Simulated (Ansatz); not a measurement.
The system is As.

```
As
1.0
    -2.70368    0.00000   -2.70368
     0.00000   -2.70368   -2.70368
    -2.70368   -2.70368    0.00000
As
2
Direct
  0.27635 0.22714 0.25690
  0.72365 0.77286 0.74310
```

This isn't the form of As at room conditions, which is rhombohedral.

The cell isn't the ideal one: all atoms moved at random, sigma 0.1 Å a component.

Base run:

| Item | Value |
| --- | --- |
| Program | Ansatz 0.2.0 |
| Functional | HSE06 form with a typed share of exact exchange |
| Potentials or basis | Ansatz PAW |
| Cutoff | 420 eV (not typed: the program's choice for these potentials) |
| k mesh | 5 × 5 × 5 |
| Occupations | fermi-dirac, width 0.05 eV |
| Spin | no spin polarisation |

Its results: band gap on the k mesh 0.20 eV, indirect (least direct gap 0.42 eV); pressure 1.1 GPa; largest force 0.982 eV/Å.

Question: The run is repeated on the same cell with these changes: screening (1/å) from 0.2 to 0.4. What comes out?

Answer: Band gap on the k mesh 0.18 eV, indirect (least direct gap 0.36 eV); pressure 1.9 GPa; largest force 0.866 eV/Å.

Caveats: odd divisions of the mesh miss points on the zone boundary, where band edges often lie, so the gap on the mesh can be too wide; the PAW data sets come from PBE, with cores solved anew for the run's functional, which leaves a small shift of forces and pressure; the thresholds are loose for stress.

A k mesh can miss the band edges.
